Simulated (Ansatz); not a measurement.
A (100) slab of TaN (P6_3/mmc (No. 194)), 15 planes, outer planes N (top) and N (bottom), with 20 atoms (Ta10N10) in a surface cell of A = 16.935 Å², as cut from the bulk:

```yaml
crystal:
  lattice:
    - [2.88947, 0.00000, 0.00000]
    - [0.00000, 5.86080, 0.00000]
    - [0.00000, 0.00000, 26.67764]
  atoms:
    - { symbol: N, position: [0.00000, 0.25000, 0.28113] }
    - { symbol: Ta, position: [0.50000, 0.00000, 0.31240] }
    - { symbol: Ta, position: [0.50000, 0.50000, 0.31240] }
    - { symbol: N, position: [0.00000, 0.75000, 0.34367] }
    - { symbol: N, position: [0.50000, 0.25000, 0.37493] }
    - { symbol: Ta, position: [0.00000, 0.00000, 0.40620] }
    - { symbol: Ta, position: [0.00000, 0.50000, 0.40620] }
    - { symbol: N, position: [0.50000, 0.75000, 0.43747] }
    - { symbol: N, position: [0.00000, 0.25000, 0.46873] }
    - { symbol: Ta, position: [0.50000, 0.00000, 0.50000] }
    - { symbol: Ta, position: [0.50000, 0.50000, 0.50000] }
    - { symbol: N, position: [0.00000, 0.75000, 0.53127] }
    - { symbol: N, position: [0.50000, 0.25000, 0.56253] }
    - { symbol: Ta, position: [0.00000, 0.00000, 0.59380] }
    - { symbol: Ta, position: [0.00000, 0.50000, 0.59380] }
    - { symbol: N, position: [0.50000, 0.75000, 0.62507] }
    - { symbol: N, position: [0.00000, 0.25000, 0.65633] }
    - { symbol: Ta, position: [0.50000, 0.00000, 0.68760] }
    - { symbol: Ta, position: [0.50000, 0.50000, 0.68760] }
    - { symbol: N, position: [0.00000, 0.75000, 0.71887] }
```

Method: DFT PBEsol, scalar-relativistic, plane waves, PAW in Ansatz. Cutoff 420 eV; k points 12×6×1 on the computed 20-atom cell (Γ-centred); Gaussian smearing, width 0.10 eV; no spin polarisation. The cell repeats along c with a dipole correction in the vacuum.

Against the same 20 atoms in the bulk, the slab as cut lies 6.151 eV higher and the relaxed slab 5.137 eV higher.

(1) Work out the surface energy before and after relaxation.

(2) What is the ideal work of this cut, per area?

Results:

(1) The slab has two faces, so γ = (E_slab − N·E_bulk)/(2A), the mean of both. As cut: 6.151/(2 × 16.935) = 0.1816 eV/Å², and 1 eV/Å² = 16.02 J/m², so γ = 2.91 J/m². Relaxed: 5.137/(2 × 16.935) = 0.1517 eV/Å² = 2.43 J/m². Relaxation recovers 16 % of the cost of cutting.

(2) Griffith's ideal work is 2γ: 5.82 J/m² if the new faces stay rigid, 4.86 J/m² if they relax. Other cuts parallel to this plane can cost less. One thickness was run, 15 planes, so γ can still shift with it.

The reference crystal is a form of TaN, which isn't its usual structure.

Cleaving this crystal is costly, and relaxation lowers the surface energy only from 2.91 to 2.43 J/m², so most of the cost lies in lost bonding that small atomic shifts can't restore. The cut severs Ta–N bonds, in which N 2p mixes strongly with Ta 5d, and also separates Ta atoms close enough for direct d–d overlap. The Ta rows along the short in-plane axis of the NiAs-type structure stay intact. Outer N loses a larger share of its Ta neighbours than outer Ta does of its N neighbours. The relaxation gain probably comes from stronger remaining Ta–N bonds and a rearrangement of the d electrons near the surface.

Both faces end in N, yet the slab is stoichiometric and inversion relates its two sides as cut. The unrelaxed mean is therefore the energy of each face, with no net dipole across the slab, and it doesn't depend on the nitrogen chemical potential. Whether a Ta-rich or N-richer termination would be favoured under given growth conditions remains open.
